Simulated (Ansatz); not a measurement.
Zinc-blende AlSb was calculated with HSE06 in Ansatz (PAW).

Numerical settings: plane-wave cutoff 460 eV, 8×8×8 k mesh, Fermi–Dirac smearing 0.01 eV, scalar-relativistic PAW data made under PBE.

Pressure at four volumes; x = ln(V/29.323 Å³). One pressure is withheld.

| V (Å³/atom) | x | P (GPa) |
|---|---|---|
| 27.882 | -0.0504 | ? |
| 28.616 | -0.0244 | 1.50 |
| 29.323 | 0.0000 | 0.05 |
| 30.817 | 0.0497 | -2.47 |

Problem. Pass a parabola P(x) through the three rows shown, estimate the bulk modulus and its pressure derivative near zero pressure, and predict the withheld pressure.

Solution. Slopes between the rows: (0.05 − (1.50))/(0.0000 − (-0.0244)) = -59.43 and (-2.47 − (0.05))/(0.0497 − (0.0000)) = -50.70 GPa. Their difference over the span 0.0741 is c = 8.73/0.0741 = 117.8 GPa, so P(x) = 1.50 + (-59.43)(x − (-0.0244)) + 117.8 (x − (-0.0244))(x − (0.0000)). At the middle row B = −dP/dx = −[-59.43 + 117.8 × 0.0244] = 56.6 GPa, and B′ = dB/dP = 2c/B = 4.2. At x = -0.0504 the parabola gives 3.20 GPa; the run gives 3.22 GPa. The Birch–Murnaghan fit to the energies at all volumes has B0 = 56.3 GPa and B′ = 4.3.

Measured, for comparison: bulk modulus 58.2 GPa (temperature not stated, not corrected to a static lattice; as tabulated in Toher et al. (2017), arXiv:1611.05714). Computed (rounded) less measured: bulk modulus -3 %.

Spin–orbit coupling is not included.

Ansatz is a quantum-chemistry and plane-wave program.
